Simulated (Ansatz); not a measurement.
# Nb: the cost of one run

Computed with Ansatz 0.2.0 (DFT PBE, scalar-relativistic, unless a step's input says otherwise).

## Step 1: The structure to begin with

The structure is cubic, space group Fm-3m (No. 225). The conventional cell has a = 4.230 Å, b = 4.230 Å, c = 4.230 Å, α = 90.00°, β = 90.00°, γ = 90.00°. Nb (site symmetry m-3m) is surrounded by 12 Nb at 2.99 Å.

As a file:

```xyz
1
Lattice="0.0000 2.1150 2.1150 2.1150 0.0000 2.1150 2.1150 2.1150 0.0000" Properties=species:S:1:pos:R:3 pbc="T T T"
Nb    0.0000    0.0000    0.0000
```

Structure: COD 1534903, as refined from experiment and not relaxed.

## Step 2: Volume × 0.94, LAPW

input.yaml reads:

```yaml
crystal:
  lattice:
    - [0.0, 2.0718246199, 2.0718246199]
    - [2.0718246199, 0.0, 2.0718246199]
    - [2.0718246199, 2.0718246199, 0.0]
  atoms:
    - { symbol: Nb, position: [0.0, 0.0, 0.0] }
kpoints:
  mp_grid: { grid: [13, 13, 13] }
  band_path:
    path:
      - [0.0, 0.0, 0.0]
      - [0.5, 0.0, 0.5]
      - [0.625, 0.25, 0.625]
      - [0.375, 0.375, 0.75]
      - [0.0, 0.0, 0.0]
      - [0.5, 0.5, 0.5]
      - [0.5, 0.25, 0.75]
      - [0.5, 0.0, 0.5]
    npoints: 5
scf:
  occupations: { method: fermi_dirac, width: 0.08 }
hamiltonian:
  xc: pbe
  pseudopotentials: { kind: all_electron, lapw: { basis_error: 0.00025 } }
output:
  forces: true
  stress: true
  eigenvalues: true
```

The run is started by

```sh
> ansatz run input.yaml --threads 1 --pin off --max-ram 3072MiB --backend cpu --events-out ev --progress --plain --runs-dir out
```

**Question.** How long does this run take on 1 thread of Intel Xeon 6975P-C (Granite Rapids), shared host, and how much memory does it need?

About 4.7 s, with a peak of 0.33 GiB.
